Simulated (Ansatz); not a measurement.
Ansatz input

```yaml
crystal:
  lattice:
    - [0.0, 2.5193877003, 2.5193877003]
    - [2.5193877003, 0.0, 2.5193877003]
    - [2.5193877003, 2.5193877003, 0.0]
  atoms:
    - { symbol: La, position: [0.0, 0.0, 0.0] }
hamiltonian:
  xc: lda
  pseudopotentials:
    kind: paw_fr
    azcp:
      La: "pseudopotentials/La.paw.azcp"
basis:
  ecutwfc: 420
  fft_grid_basis: typed
kpoints:
  mp_grid: { grid: [11, 11, 11], shift: [0, 0, 0] }
magnetization:
  noncollinear: true
  spin_orbit: true
scf:
  occupations: { method: fermi_dirac, width: 0.1 }
```

Output

```
Warning: the record states the generating functional pbe (its physics header spells it `PBE`), which answers neither for hamiltonian.xc's functional nor for the lda family's — results may be inconsistent (PPs are generated against a specific XC)
Engine: ansatz 0.2.0, aarch64-unknown-linux-gnu
Pseudopotentials: kind: paw_fr
Pseudopotential: La, paw_fr, valence charge 11, recommended cutoff 420 eV (normal) 
Functional definition: SPW92
  exchange = slater_x
  correlation = pw_c
non-collinear run that drives no moment, with spin-orbit: no starting moment large enough to seed its density (crystal.atoms[].spin), no starting occupations that ask for one, no magnetisation constraint and no magnetic field, so the semilocal B_xc is pinned to zero
Crystal: 1 atoms, lattice volume = 31.983 Å³
Basis set: ecut = 420 eV, 609 PW (Γ)
Bands: 20, of which v1, the nominal top of the filled ones, is band 11 counted from 1 (10 counted from 0)
Symmetry: 48 space group operations + 48 with time reversal
Magnetic group: BNS 225.117 (UNI 1619), of the structure as read, at distance tolerance 3.2e-5 Å
k-points: 56 of 1331
Projection manifold: j_resolved (fully-relativistic pseudo-atomic orbitals)
Non-local potential: La, projectors of the file, l = 0: 3, l = 1: 4, l = 2: 4, l = 3: 6
PAW form: soft (Blöchl's): semilocal exchange-correlation on the pseudo side does not see the compensation charge
PAW frozen core: La, regenerated for the run's functional, and the local potential with it (the file was generated under x = pbe(κ = 0.804, μ = 0.2195149727645171), c = pbe(β = 0.06672455060314922))
PAW one-centre angular grid: La, 590 points (default); XC on 64 Gauss nodes
Initial density: superposition of atomic densities (chi_scale 0.1, normalization cell)
Initial wavefunctions: pseudopotential atomic-orbital guess
Functional: x = slater, c = lda
SCF iter   1: F=—  HF=-6081.389541 eV  |F-HF|=—  |Δ(HF+E_count)|=         —  Δρ=2.31e-2  dr2=2.02e-1  dr2_m=0.00e0 (ungated)  ethr=3.10e-3  |M|=0.00e0 ∫|m|=0.00e0 μB  |m|>n=0.0e0 m-floor=0.0e0 τ_xc=0.0e0  β_m=0.30  ⟨swp⟩=4.3  Hψ=2999  notcnv=0
SCF iter   2: F=—  HF=-6081.347860 eV  |F-HF|=—  |Δ(HF+E_count)|=   4.17e-2  Δρ=1.66e-2  dr2=1.07e-1  dr2_m=0.00e0 (ungated)  ethr=1.83e-3  |M|=0.00e0 ∫|m|=0.00e0 μB  |m|>n=0.0e0 m-floor=0.0e0 τ_xc=0.0e0  β_m=0.65  ⟨swp⟩=2.9  Hψ=1095  notcnv=0
SCF iter   3: F=—  HF=-6081.299601 eV  |F-HF|=—  |Δ(HF+E_count)|=   4.83e-2  Δρ=2.50e-3  dr2=1.88e-3  dr2_m=0.00e0 (ungated)  ethr=9.76e-4  |M|=0.00e0 ∫|m|=0.00e0 μB  |m|>n=0.0e0 m-floor=0.0e0 τ_xc=0.0e0  β_m=0.79  ⟨swp⟩=4.7  Hψ=1634  notcnv=0
SCF iter   4: F=—  HF=-6081.299462 eV  |F-HF|=—  |Δ(HF+E_count)|=   1.39e-4  Δρ=1.03e-3  dr2=3.95e-4  dr2_m=0.00e0 (ungated)  ethr=1.71e-5  |M|=0.00e0 ∫|m|=0.00e0 μB  |m|>n=0.0e0 m-floor=0.0e0 τ_xc=0.0e0  β_m=0.73  ⟨swp⟩=2.8  Hψ=1242  notcnv=0
SCF iter   5: F=—  HF=-6081.299306 eV  |F-HF|=—  |Δ(HF+E_count)|=   1.56e-4  Δρ=2.37e-4  dr2=2.04e-5  dr2_m=0.00e0 (ungated)  ethr=3.59e-6  |M|=0.00e0 ∫|m|=0.00e0 μB  |m|>n=0.0e0 m-floor=0.0e0 τ_xc=0.0e0  β_m=0.86  ⟨swp⟩=2.6  Hψ=914  notcnv=0
SCF iter   6: F=—  HF=-6081.299298 eV  |F-HF|=—  |Δ(HF+E_count)|=   8.46e-6  Δρ=3.66e-5  dr2=4.85e-7  dr2_m=0.00e0 (ungated)  ethr=1.85e-7  |M|=0.00e0 ∫|m|=0.00e0 μB  |m|>n=0.0e0 m-floor=0.0e0 τ_xc=0.0e0  β_m=0.86  ⟨swp⟩=2.9  Hψ=921  notcnv=0
SCF iter   7: F=-6081.299297 eV  HF=-6081.299297 eV  |F-HF|=2.44e-9  |Δ(HF+E_count)|=   2.03e-7  Δρ=3.02e-6  dr2=3.01e-9  dr2_m=0.00e0 (ungated)  ethr=9.09e-10  |M|=0.00e0 ∫|m|=0.00e0 μB  |m|>n=0.0e0 m-floor=0.0e0 τ_xc=0.0e0  ⟨swp⟩=2.9  Hψ=1360  notcnv=0
SCF 1 converged in 7 iterations: F = -6081.299297 eV  dr2 = 3.01e-9
SCF converged after 7 iterations
Magnetization: |M| = 0.0000 μB,  M = (+0.0000, +0.0000, +0.0000) μB
Absolute magnetization: 0.0000 μB (∫|m|)
  site 0: m = (+0.0000, +0.0000, +0.0000) μB, |m| = 0.0000 μB  (R = 1.47 Å)
Free energy (F): -6081.299297 eV
Harris-Foulkes:  -6081.299297 eV  (|F-HF|=2.44e-9)
Internal energy: -6081.239871 eV  (E = F + TS)
E sigma→0 (E₀):  -6081.269584 eV
Entropy (-TS):   -0.059427 eV (-59.427 meV/atom)
Fermi energy:    12.787977 eV
--- Per-component energies (eV) ---
  E_band       = -24.348899
  E_kinetic    = 195.833559
  E_local      = -287.684948  (includes V_loc(G=0)·N_el)
  E_nonlocal   = 98.746565
  E_hartree    = 92.160535
  E_xc         = -139.383701
  E_vxc        = -148.769878  (∫ρ·V_xc dr)
  E_paw        = -5248.536647  (= ΣΔE_a)
  E_vpaw       = -66.796192  (= ΣTr[D̂ρ^β])
  E_aug_tail   = -0.000000  (compensation charges beyond the density's cutoff)
  E_ewald      = -792.699254
  E_core_change = 0.324020  (= ΣΔE_core)
  E_smearing   = -0.059427  (= −TS)
  E_closure    = 0.000000  (closes the sum)
  Σ components = -6081.299297   (vs F -6081.299297, Δ=0.00e0)
```
